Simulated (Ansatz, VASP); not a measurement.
# Two plane-wave programs on Si3C

```
CELL_PARAMETERS angstrom
2.99038 -4.95772 0.00000
2.99038 4.95772 0.00000
0.00000 0.00000 3.81152
ATOMIC_POSITIONS crystal
Si 0.15094 0.84906 0.25000
Si 0.84906 0.15094 0.75000
Si 0.13546 0.39805 0.25000
Si 0.86454 0.60195 0.75000
Si 0.39805 0.13546 0.75000
Si 0.60195 0.86454 0.25000
C 0.49420 0.50580 0.25000
C 0.50580 0.49420 0.75000
```

Alike in both runs: functional PBE; k mesh 4 × 4 × 4; occupations gaussian, width 0.1 eV; no spin polarisation.

Ansatz relaxed the structure, and its values are those at the end. VASP's run is a single point on that final structure, the one shown.

|  | VASP | Ansatz |
| --- | --- | --- |
| version | VASP 6.6.1 | Ansatz 0.2.0 |
| potentials or method | VASP PAW PBE potentials, release 64 (Si, C) | scalar-relativistic, plane waves, PAW |
| plane-wave cutoff (eV) | 520 | 420 |
| valence electrons in the cell | 32 | 32 |

```csv
,VASP,Ansatz,Ansatz less VASP
gap on the k mesh at the Fermi level (eV),none,none,-
pressure (GPa),-0.1,0.0,+0.03
rms of the force components (eV/Å),0.018,0.014,-0.0041
```

A gap of «none» marks a metal or a gap that the smearing closes.

Caveats: the k mesh is coarse (spacing up to 0.41 Å⁻¹), so the values aren't converged.
